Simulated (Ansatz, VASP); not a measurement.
## NaI: VASP beside Ansatz

INCAR

```
PREC     = Accurate       # precision mode
ENCUT    = 520            # plane-wave cutoff, eV
EDIFF    = 1E-6           # SCF threshold, eV
ISMEAR   = 0              # smearing method
SIGMA    = 0.05           # smearing width, eV
LREAL    = F              # projectors in reciprocal space
LASPH    = T              # aspherical terms in the spheres
NELM     = 100            # most SCF steps
ALGO     = Normal         # electronic algorithm
ISIF     = 2              # what is computed and relaxed
LWAVE    = F              # write WAVECAR
LCHARG   = F              # write CHGCAR
NBANDS   = 22             # bands
```

Contents of KPOINTS:

```
Automatic mesh
0
Gamma
  6 6 4
```

POSCAR

```
NaI
1.0
    4.6222093067      0.0000000000      0.0000000000
    0.0000000000      4.2697016003      0.0000000000
    0.0000000000      0.0000000000      7.7983840000
Na I
2 2
Direct
    0.2678506640      0.5000000000      0.2589676159
    0.7678506640      0.5000000000      0.7089056159
    0.2500000000      0.0000000000      0.7424270000
    0.7500000000      0.0000000000      0.2575730000
```

Input for Ansatz:

```yaml
crystal:
  lattice:
    - [4.6222093067, 0.0, 0.0]
    - [0.0, 4.2697016003, 0.0]
    - [0.0, 0.0, 7.798384]
  atoms:
    - { symbol: Na, position: [0.267850664, 0.5, 0.2589676159] }
    - { symbol: Na, position: [0.767850664, 0.5, 0.7089056159] }
    - { symbol: I, position: [0.25, 0.0, 0.742427] }
    - { symbol: I, position: [0.75, 0.0, 0.257573] }
basis:
  ecutwfc: 420
kpoints:
  mp_grid: { grid: [6, 6, 4] }
hamiltonian:
  xc: lda
scf:
  occupations: { method: gaussian, width: 0.05 }
output:
  forces: true
  stress: true
  eigenvalues: true
```

Change from the starting cell: all Na atoms moved -0.150 Å, as atom 1 towards its neighbour atom 2 (Na) at 4.202 Å.

Alike in both runs: task single point; functional LDA; k mesh 6 × 6 × 4; occupations gaussian, width 0.05 eV; no spin polarisation.

|  | VASP | Ansatz |
| --- | --- | --- |
| version | VASP 6.6.1 | Ansatz 0.2.0 |
| potentials or method | VASP PAW LDA potentials, release 64 (Na_pv, I) | scalar-relativistic, plane waves, PAW |
| plane-wave cutoff (eV) | 520 | 420 |
| valence electrons in the cell | 28 | 52 |

```tsv
	VASP	Ansatz	Ansatz less VASP
gap on the k mesh at the Fermi level (eV)	2.47	2.46	-0.009
least direct gap on the mesh (eV)	2.69	2.68	-0.010
pressure (GPa)	-1.4	-1.5	-0.02
largest component of the traceless stress (GPa)	0.52	0.54	+0.017
rms of the force components (eV/Å)	0.060	0.060	-0.0008
```

Atom by atom the forces differ by 0.001 eV/Å (rms over components). The two sets of potentials don't hold the same shells in valence.

Caveats: spin-orbit coupling is left out, which moves the levels of the heavy elements. A k mesh can miss the band edges.
